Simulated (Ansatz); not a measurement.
The system is Sb.

```xyz
2
Lattice="3.3545 0.0000 0.0000 -1.6773 2.9051 0.0000 0.0000 0.0000 5.4702" Properties=species:S:1:pos:R:3 pbc="T T T"
Sb    1.6773    0.9684    4.1026
Sb    0.0000    1.9367    1.3675
```

This isn't the form of Sb at room conditions, which is rhombohedral.

- Program: Ansatz 0.2.0
- Task: relaxation of cell and atoms
- Functional: PBEsol
- Dispersion: D3(BJ)-ATM
- Potentials or basis: Ansatz PAW
- Cutoff: 420 eV (not typed: the program's choice for these potentials)
- k mesh: 9 × 9 × 5
- Occupations: fermi-dirac, width 0.05 eV
- Spin: no spin polarisation

At the start: volume 26.65 Å³/atom.

Question: How do energy, volume and symmetry change on relaxing?

Answer: It ends after 6 steps and the volume is 24.86 Å³/atom (-6.7 %); space group P6_3/mmc (No. 194, to 0.05 Å).

Step by step:
```csv
step,energy change (eV),largest force (eV/Å),volume (Å³)
1,0.0000,0.0000,53.31
2,-0.0367,0.0000,47.84
3,-0.0544,0.0000,50.02
4,-0.0549,0.0000,49.74
5,-0.0549,0.0000,49.71
6,-0.0539,0.0000,49.71
```

Final structure:
```yaml
crystal:
  lattice:
    - [3.27718, 0.00000, 0.00000]
    - [-1.63859, 2.83812, 0.00000]
    - [0.00000, 0.00000, 5.34477]
  atoms:
    - { symbol: Sb, position: [0.66667, 0.33333, 0.75000] }
    - { symbol: Sb, position: [0.33333, 0.66667, 0.25000] }
```

Caveat: the plane-wave basis is chosen anew once the cell has moved, so the energies of steps on either side of that aren't comparable; pairwise dispersion overbinds metals, which lowers pressure and volume; the PAW data sets come from PBE, with cores solved anew for the run's functional, which leaves a small shift of forces and pressure.
